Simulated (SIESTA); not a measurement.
CrO2:

```xyz
6
Lattice="4.4210 0.0000 0.0000 0.0000 4.4210 0.0000 0.0000 0.0000 2.9170" Properties=species:S:1:pos:R:3 pbc="T T T"
Cr    2.2105    2.2105    1.4585
Cr    0.0000    0.0000    0.0000
O     3.5412    0.8798    1.4585
O     3.0903    3.0903    0.0000
O     0.8798    3.5412    1.4585
O     1.3307    1.3307    0.0000
```

Alike in all runs: program SIESTA 5.4.2; functional PBEsol; potentials or basis PseudoDojo 0.4 standard (PBEsol files); basis DZP (energy shift 0.003 Ry; two zetas on semicore shells); grid cutoff 800 Ry; energy shift 0.003 Ry; k mesh 6 × 6 × 9; occupations fermi-dirac, width 0.05 eV.

The same cell was started in several ways:

| start | free energy over the lowest (meV/atom) | net moment (μB) | site or absolute moments (μB) | gap |
| --- | --- | --- | --- | --- |
| collinear spin, ferromagnetic start of up to 3 μB | 0.0 | 4.00 | Cr +2.24; O -0.12 | none (metal or under the smearing width) |
| collinear spin, zero start | 189.2 | 0.00 | - | none (metal or under the smearing width) |
| collinear spin, antiferromagnetic start of up to 3 μB | 55.9 | 0.00 | Cr +1.93, -1.93; O +0.03, -0.03 | none (metal or under the smearing width) |
| collinear spin, fm_larger start of up to 4.5 μB | 0.0 | 4.00 | Cr +2.24; O -0.12 | none (metal or under the smearing width) |

The spin-polarised runs without a constraint all converged, yet they end up to 189 meV/atom apart: a converged run can sit in a state that isn't the lowest. A still lower state may exist.

Caveats: the basis of atomic orbitals isn't converged, which shifts pressures, moduli and gaps; semilocal functionals often make such compounds metallic where correlation or magnetic order opens a gap, which also shifts bond lengths.
